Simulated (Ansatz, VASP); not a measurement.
# Nb (Nb wire along [110], 11 atoms a period) in two plane-wave programs

One calculation is typed for both programs; each brings its own data sets. How far apart do they land? The structure shown is the start of the Ansatz relaxation below; VASP solves that cell, so the two are compared at the walk's first step.

Main program and level: Ansatz 0.2.0; plane waves, with VASP 6.6.1 beside it; single point at PBE.

### Step 1. Set-up

The cell holds 11 atoms: 11 Nb. Cell: a = 13.420 Å, b = 11.481 Å, c = 4.681 Å, α = 90.0°, β = 90.0°, γ = 90.0°. Vacuum lies along a and b. The structure's axis is c.

### Step 2. Ansatz: relaxation, PBE

Ansatz runs on its PAW soft_1 files.

The two programs are compared at the cell with which this relaxation starts, whose forces are those of its first step.

The input, input.yaml:

```yaml
crystal:
  lattice:
    - [13.42, 0.0, 0.0]
    - [0.0, 11.481, 0.0]
    - [0.0, 0.0, 4.6810468915]
  atoms:
    - { symbol: Nb, position: [0.253353204, 0.500002042, 0.0] }
    - { symbol: Nb, position: [0.376676602, 0.703862633, 0.0] }
    - { symbol: Nb, position: [0.5, 0.500002042, 0.0] }
    - { symbol: Nb, position: [0.623323398, 0.703862633, 0.0] }
    - { symbol: Nb, position: [0.746646796, 0.500002042, 0.0] }
    - { symbol: Nb, position: [0.376676602, 0.500002042, 0.5] }
    - { symbol: Nb, position: [0.5, 0.296141451, 0.5] }
    - { symbol: Nb, position: [0.5, 0.703862633, 0.5] }
    - { symbol: Nb, position: [0.623323398, 0.500002042, 0.5] }
    - { symbol: Nb, position: [0.376676602, 0.296141451, 0.0] }
    - { symbol: Nb, position: [0.623323398, 0.296141451, 0.0] }
kpoints:
  mp_grid: { grid: [1, 1, 18] }
scf:
  occupations: { method: fermi_dirac, width: 0.05 }
hamiltonian:
  xc: pbe
  pseudopotentials: { kind: paw, azcp: { folder: soft_1 } }
relax:
  cell: { fix: [a, b, alpha, beta, gamma] }
  max_steps: 45
  f_tol: 0.03
```

The run is started by

```
ansatz run input.yaml --threads 4 --pin off --max-ram 16384MiB --backend cpu --events-out ev --progress --plain --runs-dir out
```

Numbers of over 12 decimals in the logs are rounded to 6 here.

The program printed:

```text
Engine: ansatz 0.2.0, aarch64-unknown-linux-gnu
Pseudopotentials: kind: paw
Pseudopotential: Nb, paw, valence charge 13, recommended cutoff 420 eV (normal), soft_1/Nb.paw.azcp
Functional definition: PBE
  parameter kappa = 0.804
  parameter beta = 0.066725
  exchange = pbe_x(kappa = kappa, mu = beta*pi^2/3)
  correlation = pbe_c(beta = beta)
Crystal: 11 atoms, lattice volume = 721.232 Å³
Basis set: ecut = 420 eV, 14117 PW (Γ), exchange–correlation on 180×160×64 points (8 copies of the dense FFT grid, shifted against one another)
Bands: 86, of which v1, the nominal top of the filled ones, is band 72 counted from 1 (71 counted from 0)
Symmetry: 8 space group operations
Space group: Pmmm (ITA 47), of the structure as read, at distance tolerance 9.0e-5 Å
k-points: 10 of 18
Non-local potential: Nb, projectors of the file, l = 0: 3, l = 1: 2, l = 2: 2, l = 3: 1
PAW form: soft (Blöchl's): semilocal exchange-correlation on the pseudo side does not see the compensation charge
PAW one-centre angular grid: Nb, 590 points (default); XC on 64 Gauss nodes
Initial density: superposition of atomic densities (neutral atoms: chi_scale 0, normalization atom)
Initial wavefunctions: pseudopotential atomic-orbital guess
Functional: x = pbe(κ = 0.804, μ = 0.219515), c = pbe(β = 0.066725)
SCF iter   1: F=—  HF=-50072.735164 eV  |F-HF|=—  |Δ(HF+E_count)|=         —  Δρ=5.10e-2  dr2=1.06e2  ethr=3.10e-3  ⟨swp⟩=10.6  Hψ=3790  notcnv=0
preconditioner: auto → LDOS  [metal: Δε(μ)=0.044 eV  Ē_g=3.326 eV  σ=0.050 eV  W_gap=0.21  n_scr=112 (ndim 8)  ℏωp=10.3 eV  f_vac=0.506  D(μ)=8.50/eV (n_scr^D=36)  β→1.0]
SCF iter   2: F=—  HF=-50088.515555 eV  |F-HF|=—  |Δ(HF+E_count)|=    1.58e1  Δρ=8.97e-2  dr2=5.41e2  ethr=3.10e-3  ⟨swp⟩=5.6  Hψ=3899  notcnv=0  defer=19  recentre
SCF iter   3: F=—  HF=-50060.949417 eV  |F-HF|=—  |Δ(HF+E_count)|=    2.76e1  Δρ=2.55e-2  dr2=3.18e1  ethr=3.10e-3  ⟨swp⟩=5.6  Hψ=3044  notcnv=0
SCF iter   4: F=—  HF=-50057.569031 eV  |F-HF|=—  |Δ(HF+E_count)|=    3.38e0  Δρ=5.90e-3  dr2=1.27e0  ethr=3.10e-3  ⟨swp⟩=4.0  Hψ=1537  notcnv=0  defer=3
SCF iter   5: F=—  HF=-50057.492705 eV  |F-HF|=—  |Δ(HF+E_count)|=   7.63e-2  Δρ=2.29e-3  dr2=7.52e-2  ethr=8.89e-4  ⟨swp⟩=3.3  Hψ=1340  notcnv=0  defer=2
SCF iter   6: F=—  HF=-50057.499940 eV  |F-HF|=—  |Δ(HF+E_count)|=   7.24e-3  Δρ=9.92e-4  dr2=2.21e-2  ethr=5.26e-5  ⟨swp⟩=2.7  Hψ=1416  notcnv=0  defer=3
SCF iter   7: F=—  HF=-50057.499586 eV  |F-HF|=—  |Δ(HF+E_count)|=   3.53e-4  Δρ=3.31e-4  dr2=2.52e-3  ethr=1.54e-5  ⟨swp⟩=2.4  Hψ=1185  notcnv=0  defer=1
SCF iter   8: F=—  HF=-50057.499774 eV  |F-HF|=—  |Δ(HF+E_count)|=   1.88e-4  Δρ=1.06e-4  dr2=2.49e-4  ethr=1.76e-6  ⟨swp⟩=2.0  Hψ=1129  notcnv=0  defer=1
SCF iter   9: F=—  HF=-50057.499805 eV  |F-HF|=—  |Δ(HF+E_count)|=   3.10e-5  Δρ=3.08e-5  dr2=2.30e-5  ethr=1.74e-7  ⟨swp⟩=2.2  Hψ=1328  notcnv=0  defer=1
SCF iter  10: F=—  HF=-50057.500171 eV  |F-HF|=—  |Δ(HF+E_count)|=   3.66e-4  Δρ=1.23e-5  dr2=3.19e-6  ethr=1.61e-8  ⟨swp⟩=2.6  Hψ=1283  notcnv=0
SCF iter  11: F=—  HF=-50057.500172 eV  |F-HF|=—  |Δ(HF+E_count)|=   1.32e-6  Δρ=6.35e-6  dr2=8.70e-7  ethr=2.23e-9  ⟨swp⟩=2.8  Hψ=1418  notcnv=0
SCF iter  12: F=-50057.500172 eV  HF=-50057.500172 eV  |F-HF|=1.06e-8  |Δ(HF+E_count)|=   1.35e-7  Δρ=2.18e-6  dr2=8.01e-8  ethr=6.99e-11  ⟨swp⟩=4.0  Hψ=3527  notcnv=0
SCF 1 converged in 12 iterations: F = -50057.500172 eV  dr2 = 8.01e-8
  greatest PAW one-centre occupation: 0.998 electrons in one spin orbital (limit 2), on the Nb atom at site 2 (counted from 0), in its partial waves of l = 0
relax step   1: F+E_penalty+E_count = -50057.50017225 eV  Δ(F+E_penalty+E_count) = +0.000e0 eV  max|allowed force component| = 2.865e0 eV/Å  Δτ_max = 0.0000 Å  P = -5.649 GPa  Ω = 721.232 Å³  fix = [a, b, alpha, beta, gamma]  reactions: a -5.276, b -5.500 GPa  (12 SCF iters, dr2 threshold 1.00e-7 eV, accepted)
[...]
relax step   7: F+E_penalty+E_count = -50060.46474922 eV  Δ(F+E_penalty+E_count) = -1.203e-3 eV  max|allowed force component| = 3.283e-2 eV/Å  Δτ_max = 0.0071 Å  P = -0.018 GPa  Ω = 681.516 Å³  energy of the carried Pulay correction = +1.383e-3 eV  fix = [a, b, alpha, beta, gamma]  reactions: a +0.035, b -0.068 GPa  (7 SCF iters, dr2 threshold 1.13e-7 eV, accepted)
[...]
relax step   8: F+E_penalty+E_count = -50060.46507876 eV  Δ(F+E_penalty+E_count) = -3.295e-4 eV  max|allowed force component| = 4.432e-3 eV/Å  Δτ_max = 0.0030 Å  P = -0.028 GPa  Ω = 680.805 Å³  energy of the carried Pulay correction = +1.408e-3 eV  fix = [a, b, alpha, beta, gamma]  reactions: a +0.018, b -0.086 GPa  (6 SCF iters, dr2 threshold 6.73e-8 eV, accepted)
[...]
relax step   9: F+E_penalty+E_count = -50060.46375505 eV  Δ(F+E_penalty+E_count) = +1.324e-3 eV  max|allowed force component| = 4.503e-3 eV/Å  Δτ_max = 0.0000 Å  P = -0.027 GPa  Ω = 680.805 Å³  fix = [a, b, alpha, beta, gamma]  reactions: a +0.019, b -0.085 GPa  stress off target by 1.59e-2 GPa on what of the cell is left free  SCF on the basis re-selected at this cell (its energy is not comparable with the rows above)  (7 SCF iters)
basis re-selected at this cell: Δ(F+E_penalty+E_count) = +1.324e-3 eV, ΔP = +0.000 GPa vs the last step (what re-selecting the basis moved, of the pressure what is left beyond the Pulay correction that the steps carried, after the strain that the cell walked since its last selection, with what the two solves' SCF thresholds leave and, on support functions, any second-order correction that the steps lacked; it is no measure of the basis error at this ecutwfc). The dense FFT grid was sized anew with the basis: this SCF ran on 90×80×30 points, the steps before it on 90×80×32, so part of this shift can come from that change (see relax.cell in the input reference). [rest of the remark cut]
SCF converged after 7 iterations
Free energy (F): -50060.463755 eV
Harris-Foulkes:  -50060.463755 eV  (|F-HF|=1.46e-11)
Internal energy: -50060.376618 eV  (E = F + TS)
E sigma→0 (E₀):  -50060.420187 eV
Entropy (-TS):   -0.087137 eV (-7.922 meV/atom)
Fermi energy:    3.001746 eV
--- Per-component energies (eV) ---
  E_band       = -2884.667512
  E_kinetic    = 4107.017212
  E_local      = -52728.077005  (includes V_loc(G=0)·N_el)
  E_nonlocal   = 1069.899658
  E_hartree    = 24082.143193
  E_xc         = -1811.492457
  E_vxc        = -2191.479419  (∫ρ·V_xc dr)
  E_paw        = -33911.781544  (= ΣΔE_a)
  E_vpaw       = -1306.314341  (= ΣTr[D̂ρ^β])
  E_aug_tail   = 0.000491  (compensation charges beyond the density's cutoff)
  E_ewald      = 9131.913834
  E_smearing   = -0.087137  (= −TS)
  E_closure    = 0.000000  (closes the sum)
  Σ components = -50060.463755   (vs F -50060.463755, Δ=0.00e0)
--- Forces (eV/Å), atoms counted from 1 ---
  atom   1  Nb     0.00077887    -0.00000000     0.00000000
  atom   2  Nb    -0.00258849    -0.00041720     0.00000000
  atom   3  Nb     0.00000000     0.00000000     0.00000000
  atom   4  Nb     0.00258849    -0.00041720     0.00000000
  atom   5  Nb    -0.00077887     0.00000000    -0.00000000
  atom   6  Nb     0.00450269     0.00000000     0.00000000
  atom   7  Nb     0.00000000    -0.00150827     0.00000000
  atom   8  Nb     0.00000000     0.00150827    -0.00000000
  atom   9  Nb    -0.00450269    -0.00000000    -0.00000000
  atom  10  Nb    -0.00258849     0.00041720    -0.00000000
  atom  11  Nb     0.00258849     0.00041720    -0.00000000
  max |Σ_I F_I| component: 8.67e-19 eV/Å
--- Stress (GPa, compression-positive) ---
        0.019225       0.000000       0.000000
        0.000000      -0.084947       0.000000
        0.000000       0.000000      -0.015929
  P = ⅓ Tr σ = -0.0272 GPa (-0.272 kbar)
--- Relaxed structure (8 steps of the walk, 7 accepted, 1 SCFs on fresh bases) ---
  F+E_penalty+E_count = -50060.46375505 eV   max|allowed force component| = 4.503e-3 eV/Å   (the final SCF, on the basis selected at the relaxed cell)
  cell:  # Å, volume = 680.8046 Å³
    - [13.42, 0, 0]
    - [0, 11.481, 0]
    - [0, 0, 4.418657]
  atoms:
    - { symbol: Nb, position: [0.269469, 0.500002042, 0] }
    - { symbol: Nb, position: [0.380245, 0.682955, -2.846619937476353e-18] }
    - { symbol: Nb, position: [0.5, 0.500002042, 0] }
    - { symbol: Nb, position: [0.619755, 0.682955, -2.846619937476354e-18] }
    - { symbol: Nb, position: [0.730531, 0.500002042, 0] }
    - { symbol: Nb, position: [0.379995, 0.500002042, 0.500000] }
    - { symbol: Nb, position: [0.5, 0.295383, 0.500000] }
    - { symbol: Nb, position: [0.5, 0.704621, 0.500000] }
    - { symbol: Nb, position: [0.620005, 0.500002042, 0.500000] }
    - { symbol: Nb, position: [0.380245, 0.317049, 2.846619937476354e-18] }
    - { symbol: Nb, position: [0.619755, 0.317049, 2.846619937476353e-18] }
```

Reading the cycles: dr2 is the Hartree energy of the density residual (eV), the measure of convergence; HF is the Harris–Foulkes estimate of the energy, which meets the free energy F at convergence.

### Step 3. VASP: single point, PBE, start cell

The same cell, functional, mesh and smearing now go to VASP, with its own data sets.

Lines of VASP's logs that name or quote its potential files are left out, and so is its time.

The input, INCAR:

```
SYSTEM = Nb
PREC = Accurate
ENCUT = 400
EDIFF = 1E-06
NELM = 120
ISMEAR = -1
SIGMA = 0.05
LREAL = .FALSE.
ALGO = Normal
GGA = PE
NBANDS = 88
LASPH = .TRUE.
LORBIT = 11
LWAVE = .FALSE.
LCHARG = .FALSE.
ISIF = 2
GGA_COMPAT = .FALSE.
KPAR = 2
```

The input, POSCAR:

```
Nb
1.0
   13.4200000000      0.0000000000      0.0000000000
    0.0000000000     11.4810000000      0.0000000000
    0.0000000000      0.0000000000      4.6810470000
Nb
11
Direct
    0.2533532042      0.5000020033      0.0000000000
    0.3766766021      0.7038626426      0.0000000000
    0.5000000000      0.5000020033      0.0000000000
    0.6233233979      0.7038626426      0.0000000000
    0.7466467958      0.5000020033      0.0000000000
    0.3766766021      0.5000020033      0.4999998932
    0.5000000000      0.2961414511      0.4999998932
    0.5000000000      0.7038626426      0.4999998932
    0.6233233979      0.5000020033      0.4999998932
    0.3766766021      0.2961414511      0.0000000000
    0.6233233979      0.2961414511      0.0000000000
```

The input, KPOINTS:

```
Automatic mesh
0
Gamma
1 1 18
0 0 0
```

The projector-augmented-wave data sets are Nb_sv (PBE family, release 64).

The run is started by

```
mpirun -np 2 vasp_std
```

The program printed:

```text
[banner, memory and clock lines left out]
running    2 mpi-ranks, on    1 nodes
 distrk:  each k-point on    1 cores,    2 groups
 distr:  one band on    1 cores,    1 groups

 POSCAR found type information on POSCAR Nb
 POSCAR found :  1 types and      11 ions
 LDA part: xc-table for (Slater+PW92), standard interpolation
 POSCAR, INCAR and KPOINTS ok, starting setup
 FFT: planning ... GRIDC
 FFT: planning ... GRID_SOFT
 FFT: planning ... GRID
 WAVECAR not read
 entering main loop
       N       E                     dE             d eps       ncg     rms          rms(c)
DAV:   1     0.116255346968E+04    0.11626E+04   -0.71080E+04  2464   0.118E+03
DAV:   2     0.547926222567E+02   -0.11078E+04   -0.10648E+04  2136   0.445E+02
DAV:   3    -0.894697448984E+02   -0.14426E+03   -0.13875E+03  2824   0.952E+01
DAV:   4    -0.107918090348E+03   -0.18448E+02   -0.18013E+02  3184   0.324E+01
DAV:   5    -0.109626537670E+03   -0.17084E+01   -0.16942E+01  2816   0.848E+00    0.216E+01
DAV:   6    -0.102496767164E+03    0.71298E+01   -0.13505E+02  2832   0.353E+01    0.152E+01
DAV:   7    -0.964169637411E+02    0.60798E+01   -0.65181E+01  2800   0.228E+01    0.771E+00
DAV:   8    -0.948877767742E+02    0.15292E+01   -0.14613E+01  2808   0.117E+01    0.490E+00
DAV:   9    -0.945005401917E+02    0.38724E+00   -0.37535E+00  2784   0.729E+00    0.354E+00
DAV:  10    -0.944031702379E+02    0.97370E-01   -0.10534E+00  2768   0.432E+00    0.253E+00
DAV:  11    -0.943587484946E+02    0.44422E-01   -0.53994E-01  2800   0.345E+00    0.128E+00
DAV:  12    -0.943454422605E+02    0.13306E-01   -0.30228E-01  3008   0.238E+00    0.644E-01
DAV:  13    -0.943402397830E+02    0.52025E-02   -0.89047E-02  2904   0.133E+00    0.330E-01
DAV:  14    -0.943446672275E+02   -0.44274E-02   -0.11187E-02  2672   0.495E-01    0.158E-01
DAV:  15    -0.943491615600E+02   -0.44943E-02   -0.51562E-03  2504   0.241E-01    0.971E-02
DAV:  16    -0.943525691556E+02   -0.34076E-02   -0.26473E-03  2800   0.135E-01    0.569E-02
DAV:  17    -0.943549733885E+02   -0.24042E-02   -0.10137E-03  2200   0.109E-01    0.401E-02
DAV:  18    -0.943560248406E+02   -0.10515E-02   -0.44646E-04  2640   0.598E-02    0.234E-02
DAV:  19    -0.943570171674E+02   -0.99233E-03   -0.25213E-04  2352   0.478E-02    0.159E-02
DAV:  20    -0.943572009012E+02   -0.18373E-03   -0.71340E-05  2624   0.233E-02    0.124E-02
DAV:  21    -0.943572201398E+02   -0.19239E-04   -0.29640E-05  2376   0.205E-02    0.511E-03
DAV:  22    -0.943572246193E+02   -0.44795E-05   -0.25772E-06  1680   0.619E-03    0.190E-03
DAV:  23    -0.943572258181E+02   -0.11988E-05   -0.12854E-06  1488   0.365E-03    0.902E-04
DAV:  24    -0.943572259193E+02   -0.10124E-06   -0.21777E-07  1304   0.240E-03
   1 F= -.94357226E+02 E0= -.94287499E+02  d E =-.139454E+00
```

(Continued in part 2 of 2.)

[Lines on the potential files, build, host, timing and source positions are cut from VASP's logs without a mark.]

[Logs are printed without paths, hosts, clocks, repeated set-up lines and the standing remarks that a program may print on its own settings, such as how far it seeks lower states.]

[Hosts, paths, dates, database ids (printed as entryN), source tags and the programs' standing remarks are cut or masked in the printed files.]
